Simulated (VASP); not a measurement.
# SiC (Moissanite 3C) (F-43m) in VASP: a series of runs

Runs on SiC (Moissanite 3C). Level: PBE. Tasks: relaxation of cell and atoms, single point.

Program: VASP 6.6.1. These are calculated values, not measurements. Logs are shortened: lines on timing, memory, paths and dates and some standing lists are left out, and cuts for length are marked.

**Measured values to compare with.**

“Insight into the structural, elastic and electronic properties of a new orthorhombic 6O-SiC polytype”, 2020, pmc:7200658 quotes, for a bulk crystal of SiC: band gap 2.4 eV (indirect).

How close the calculation comes is told below.

## 1. Starting point

Symmetry: F-43m, No. 216, cubic system. Conventional cell: a = 4.358 Å, b = 4.358 Å, c = 4.358 Å, α = 90.00°, β = 90.00°, γ = 90.00°. Around Si (site symmetry -43m) lie 4 C at 1.89 Å. C (site symmetry -43m) has 4 Si at 1.89 Å as nearest neighbours.

## 2. Relaxation of cell and atoms, PBE

Input file INCAR:

```
  PREC = Accurate
  ENCUT = 600
  EDIFF = 1E-6
  ISMEAR = -1
  SIGMA = 0.05
  LREAL = False
  LASPH = True
  NELM = 60
  ALGO = Fast
  ISIF = 3
  LWAVE = False
  LCHARG = False
  GGA = PE
  IBRION = 2
  NSW = 40
  EDIFFG = -0.02
```

Input file KPOINTS:

```
Automatic mesh
0
Gamma
  10 10 10
```

Input file POSCAR:

```
SiC
1.0
    0.0000000000      2.1790000000      2.1790000000
    2.1790000000      0.0000000000      2.1790000000
    2.1790000000      2.1790000000      0.0000000000
Si C
1 1
Direct
    0.0000000000      0.0000000000      0.0000000000
    0.7500000000      0.7500000000      0.7500000000
```

Potentials or basis: VASP PAW PBE potentials, release 64 (Si, C).

Command:

```sh
> cat potpaw_PBE.64/Si/POTCAR potpaw_PBE.64/C/POTCAR > POTCAR
> mpirun -np 1 vasp_std > vasp.out
```

OUTCAR:

```text
PREC = Accurate
   ENCUT = 600
   EDIFF = 1E-6
   ISMEAR = -1
   LREAL = False
   LASPH = True
   NELM = 60
   ISIF = 3
   GGA = PE
   IBRION = 2
   NSW = 40
   EDIFFG = -0.02

 ion  position               nearest neighbor table
   1  0.000  0.000  0.000-   2 1.89   2 1.89   2 1.89   2 1.89
   2  0.750  0.750  0.750-   1 1.89   1 1.89   1 1.89   1 1.89

  LATTYP: Found a face centered cubic cell.
 ALAT       =     4.3580000000

  Lattice vectors:

 A1 = (   0.0000000000,   2.1790000000,   2.1790000000)
 A2 = (   2.1790000000,   0.0000000000,   2.1790000000)
 A3 = (   2.1790000000,   2.1790000000,   0.0000000000)

Analysis of symmetry for initial positions (statically):
=====================================================================
 Subroutine PRICEL returns:
 Original cell was already a primitive cell.

 Routine SETGRP: Setting up the symmetry group for a
 face centered cubic supercell.

 Subroutine GETGRP returns: Found 24 space group operations
 (whereof 24 operations were pure point group operations)
 out of a pool of 48 trial point group operations.

The static configuration has the point symmetry T_d .

Analysis of symmetry for dynamics (positions and initial velocities):
=====================================================================
 Subroutine PRICEL returns:
 Original cell was already a primitive cell.

 Routine SETGRP: Setting up the symmetry group for a
 face centered cubic supercell.

 Subroutine GETGRP returns: Found 24 space group operations
 (whereof 24 operations were pure point group operations)
 out of a pool of 48 trial point group operations.

The dynamic configuration has the point symmetry T_d .

 Subroutine INISYM returns: Found 24 space group operations
 (whereof 24 operations are pure point group operations),
 and found     1 'primitive' translations

----------------------------------------------------------------------------------------

                                     Primitive cell

  volume of cell :      20.6920

  direct lattice vectors                    reciprocal lattice vectors
     0.000000000  2.179000000  2.179000000    -0.229463056  0.229463056  0.229463056
     2.179000000  0.000000000  2.179000000     0.229463056 -0.229463056  0.229463056
     2.179000000  2.179000000  0.000000000     0.229463056  0.229463056 -0.229463056

  length of vectors
     3.081571352  3.081571352  3.081571352     0.397441672  0.397441672  0.397441672

  position of ions in fractional coordinates (direct lattice)
     0.000000000  0.000000000  0.000000000
     0.750000000  0.750000000  0.750000000

  ion indices of the primitive-cell ions
   primitive index   ion index
                 1           1
                 2           2

----------------------------------------------------------------------------------------

 KPOINTS: Automatic mesh

Automatic generation of k-mesh.
 Grid dimensions read from file:
 generate k-points for:   10   10   10

 Generating k-lattice:

  Cartesian coordinates                     Fractional coordinates (reciprocal lattice)
    -0.022946306  0.022946306  0.022946306     0.100000000  0.000000000  0.000000000
     0.022946306 -0.022946306  0.022946306     0.000000000  0.100000000  0.000000000
     0.022946306  0.022946306 -0.022946306     0.000000000  0.000000000  0.100000000

  Length of vectors
     0.039744167  0.039744167  0.039744167

  Shift w.r.t. Gamma in fractional coordinates (k-lattice)
     0.000000000  0.000000000  0.000000000

 Subroutine IBZKPT returns following result:
 ===========================================

 Found     47 irreducible k-points:

 Following reciprocal coordinates:
            Coordinates               Weight
  0.000000  0.000000  0.000000      1.000000
  0.100000  0.000000  0.000000      8.000000
  0.200000  0.000000  0.000000      8.000000
  0.300000  0.000000  0.000000      8.000000
  0.400000  0.000000  0.000000      8.000000
  0.500000  0.000000  0.000000      4.000000
[... 16 lines left out ...]
  0.300000  0.300000  0.000000      6.000000
  0.400000  0.300000  0.000000     24.000000
 [... further k-points ...]
   k-points           NKPTS =     47   k-points in BZ     NKDIM =     47   number of bands    NBANDS=      8
   number of dos      NEDOS =    301   number of ions     NIONS =      2
   total plane-waves  NPLWV =  21952
   dimension x,y,z NGX =    28 NGY =   28 NGZ =   28
   dimension x,y,z NGXF=    56 NGYF=   56 NGZF=   56
   ions per type =               1   1
   NGX,Y,Z   is equivalent  to a cutoff of  15.11, 15.11, 15.11 a.u.
   NGXF,Y,Z  is equivalent  to a cutoff of  30.21, 30.21, 30.21 a.u.
 SYSTEM =  unknown system
   PREC   = accura    normal or accurate (medium, high low for compatibility)
   ISTART =      0    job   : 0-new  1-cont  2-samecut
   ICHARG =      2    charge: 1-file 2-atom 10-const
   ISPIN  =      1    spin polarized calculation?
   LNONCOLLINEAR =      F non collinear calculations
   LSORBIT =      F    spin-orbit coupling
   LASPH  =      T    aspherical Exc in radial PAW
   ENCUT  =  600.0 eV  44.10 Ry    6.64 a.u.   6.15  6.15  6.15*2*pi/ulx,y,z
   NELM   =     60;   NELMIN=  2; NELMDL= -5     # of ELM steps
   EDIFF  = 0.1E-05   stopping-criterion for ELM
   LREAL  =      F    real-space projection
   EDIFFG = -.2E-01   stopping-criterion for IOM
   NSW    =     40    number of steps for IOM
   IBRION =      2    ionic relax: 0-MD 1-quasi-New 2-CG
   NFREE  =      1    steps in history (QN), initial steepest desc. (CG)
   ISIF   =      3    stress and relaxation
   ISYM   =      2    0-nonsym 1-usesym 2-fastsym
   POTIM  = 0.5000    time-step for ionic-motion
   TEBEG  =    0.0;   TEEND  =   0.0 temperature during run
   PSTRESS=    0.0 pullay stress
   NELECT =       8.0000    total number of electrons
   NUPDOWN=      -1.0000    fix difference up-down
   EMIN   =  10.00;   EMAX   =-10.00  energy-range for DOS
   EFERMI =   0.00;   METHOD = LEGACY
   ISMEAR =    -1;   SIGMA  =   0.05  broadening in eV -4-tet -1-fermi 0-gaus
   EFERMI_NEDOS =   21; number of points for ismear=-14 and -15
   IALGO  =     68    algorithm
   IMIX   =      4    mixing-type and parameters
     AMIX     =   0.40;   BMIX     =  1.00
     AMIX_MAG =   1.60;   BMIX_MAG =  1.00
  volume/ion in A,a.u.               =      10.35        69.82
  Fermi-wavevector in a.u.,A,eV,Ry     =   1.192626  2.253736 19.352338  1.422357
  Thomas-Fermi vector in A             =   2.328660
   LORBIT       =      0    0 simple, 1 ext, 2 COOP (PROOUT), +10 PAW based schemes
   GGA     = PE    functional components
   LHFCALC =     F    Hartree Fock is set to
   AEXX    =    0.0000 exact exchange contribution
   IVDW    =     0    specifies the selected vdW correction
   LEPSILON=     F    determine dielectric tensor
   LRPA    =     F    only Hartree local field effects (RPA)
 conjugate gradient relaxation of ions
 non-spin polarized calculation
 RMM-DIIS sequential band-by-band and
  energy-cutoff  :      600.00
  volume of cell :       20.69
 maximum number of plane-waves:       701
 NGX is ok and might be reduce to    28
   NGX = 13   NGY = 13   NGZ = 13

--------------------------------------- Ionic step        1  -------------------------------------------

 number of electron       8.0000000 magnetization

 Free energy of the ion-electron system (eV)
  ---------------------------------------------------
  ext. energy  EPLUGINS =         0.00000000
  ---------------------------------------------------
  free energy    TOTEN  =       -15.05912000 eV

  energy without entropy =      -15.05911998  energy(sigma->0) =      -15.05911999

------------------------ aborting loop because EDIFF is reached ----------------------------------------

  FORCE on cell =-STRESS in cart. coord.  units (eV):
  Direction    XX          YY          ZZ          XY          YZ          ZX
  --------------------------------------------------------------------------------------
  -------------------------------------------------------------------------------------
  Total        0.3971301      0.3971301      0.3971301      0.0000000     -0.0000000     -0.0000000
  in kB       30.7497590     30.7497590     30.7497590      0.0000000     -0.0000000     -0.0000000
  external PRESSURE =      30.7497590 kB  Pullay stress =       0.0000000 kB

 VOLUME and BASIS-vectors are now :
 -----------------------------------------------------------------------------
  energy-cutoff  :      600.00
  volume of cell :       20.69
      direct lattice vectors                 reciprocal lattice vectors
     0.000000000  2.179000000  2.179000000    -0.229463056  0.229463056  0.229463056
     2.179000000  0.000000000  2.179000000     0.229463056 -0.229463056  0.229463056
     2.179000000  2.179000000  0.000000000     0.229463056  0.229463056 -0.229463056
[... 37 lines left out ...]
 POSITION                                       TOTAL-FORCE (eV/Angst)
 -----------------------------------------------------------------------------------
      4.39975      4.39975      4.39975        -0.000000     -0.000000     -0.000000
      3.29981      3.29981      3.29981         0.000000      0.000000      0.000000
 -----------------------------------------------------------------------------------
    total drift:                                0.000000      0.000000      0.000000

  FREE ENERGIE OF THE ION-ELECTRON SYSTEM (eV)
  ---------------------------------------------------
  free  energy   TOTEN  =       -15.0589830332 eV

  energy  without entropy=      -15.0589830198  energy(sigma->0) =      -15.05898303

--------------------------------------- Ionic step        3  -------------------------------------------

 number of electron       8.0000000 magnetization

 Free energy of the ion-electron system (eV)
  ---------------------------------------------------
  ext. energy  EPLUGINS =         0.00000000
  ---------------------------------------------------
  free energy    TOTEN  =       -15.06188982 eV

  energy without entropy =      -15.06188980  energy(sigma->0) =      -15.06188981

 E-fermi :   8.6528     XC(G=0): -11.2945

 val. band max:        7.9480067571   @ k =   0.0000   0.0000   0.0000
 cond. band min:       9.3190589537   @ k =   0.5000   0.5000   0.0000
 fundamental gap:      1.3710521966
 Fermi energy:         8.6528126483

 k-point     1 :       0.0000    0.0000    0.0000
  band No.  band energies     occupation
      1      -7.3444      2.00000
      2       7.9480      2.00000
      3       7.9480      2.00000
      4       7.9480      2.00000
      5      14.0164      0.00000
      6      15.1592      0.00000
      7      15.1592      0.00000
      8      15.1592      0.00000

 k-point     2 :       0.1000    0.0000    0.0000
  band No.  band energies     occupation
      1      -7.1512      2.00000
      2       6.9414      2.00000
      3       7.8147      2.00000
      4       7.8147      2.00000
      5      14.2983      0.00000
      6      15.4004      0.00000
      7      15.4004      0.00000
      8      15.4149      0.00000
[... 221 lines left out ...]
 k-point    23 :       0.3000    0.3000    0.0000
  band No.  band energies     occupation
      1      -5.0984      2.00000
      2       3.5941      2.00000
      3       5.6062      2.00000
      4       5.6062      2.00000
      5      11.0946      0.00000
      6      13.5080      0.00000
      7      19.3446      0.00000
      8      20.1947      0.00000

 k-point    24 :       0.4000    0.3000    0.0000
  band No.  band energies     occupation
      1      -4.2408      2.00000
      2       2.3840      2.00000
      3       4.8255      2.00000
      4       5.3459      2.00000
      5      10.8082      0.00000
      6      13.5152      0.00000
      7      19.4193      0.00000
      8      19.7471      0.00000

 [... further k-points ...]

------------------------ aborting loop because EDIFF is reached ----------------------------------------

  FORCE on cell =-STRESS in cart. coord.  units (eV):
  Direction    XX          YY          ZZ          XY          YZ          ZX
  --------------------------------------------------------------------------------------
  -------------------------------------------------------------------------------------
  Total        0.0003769      0.0003769      0.0003769      0.0000000      0.0000000      0.0000000
  in kB        0.0287744      0.0287744      0.0287744      0.0000000      0.0000000      0.0000000
  external PRESSURE =       0.0287744 kB  Pullay stress =       0.0000000 kB

 VOLUME and BASIS-vectors are now :
 -----------------------------------------------------------------------------
  energy-cutoff  :      600.00
  volume of cell :       20.99
      direct lattice vectors                 reciprocal lattice vectors
    -0.000000000  2.189279371  2.189279371    -0.228385654  0.228385654  0.228385654
     2.189279371 -0.000000000  2.189279371     0.228385654 -0.228385654  0.228385654
     2.189279371  2.189279371  0.000000000     0.228385654  0.228385654 -0.228385654

 POSITION                                       TOTAL-FORCE (eV/Angst)
 -----------------------------------------------------------------------------------
      0.00000      0.00000      0.00000         0.000000      0.000000      0.000000
      3.28392      3.28392      3.28392        -0.000000     -0.000000     -0.000000
 -----------------------------------------------------------------------------------
    total drift:                                0.000000      0.000000      0.000000

  FREE ENERGIE OF THE ION-ELECTRON SYSTEM (eV)
  ---------------------------------------------------
  free  energy   TOTEN  =       -15.0618898186 eV

  energy  without entropy=      -15.0618898037  energy(sigma->0) =      -15.06188981

 reached required accuracy - stopping structural energy minimisation
```

Run time: 51 s. Hardware: 1 thread of AMD EPYC, shared host; peak memory 0.12 GiB.

What came out:

```
Free energy                            : -15.0619 eV
Relaxed volume                         : 10.49 Å³/atom
Relaxed cell                           : a = 3.096 Å, b = 3.096 Å, c = 3.096 Å, α = 60.00°, β = 60.00°, γ = 60.00°
Space group after relaxing (to 0.05 Å) : F-43m (No. 216)
Energy gained by relaxing              : 1.4 meV/atom
Ionic steps                            : 3
Pressure after relaxing                : 0.0 GPa
Band gap on the k mesh                 : 1.37 eV, indirect (least direct gap 4.53 eV)
```

Step by step:
```csv
step,energy change (eV),largest force (eV/Å),pressure (GPa),volume (Å³)
1,0.0000,0.0000,3.07,20.69
2,0.0001,0.0000,-3.02,21.29
3,-0.0028,0.0000,0.00,20.99
```

Final structure:
```cif
data_structure
_symmetry_space_group_name_H-M 'P 1'
_symmetry_Int_Tables_number 1
_cell_length_a 3.0961
_cell_length_b 3.0961
_cell_length_c 3.0961
_cell_angle_alpha 60.000
_cell_angle_beta 60.000
_cell_angle_gamma 60.000
_cell_volume 20.99
loop_
_atom_site_label
_atom_site_type_symbol
_atom_site_fract_x
_atom_site_fract_y
_atom_site_fract_z
_atom_site_occupancy
Si1 Si 0.00000 0.00000 0.00000 1
C1 C 0.75000 0.75000 0.75000 1
```

Levels at points of the mesh, in eV from the valence-band top:
```
           k point  band 2  band 3  band 4  band 5  band 6  band 7
(0.00, 0.00, 0.00)    0.00    0.00    0.00    6.07    7.21    7.21
(0.50, 0.00, 0.00)   -8.46   -1.05   -1.05    5.31    7.17    7.17
(0.50, 0.50, 0.00)   -7.75   -3.16   -3.16    1.37    4.27   13.87
```

(Continued in part 2 of 2.)
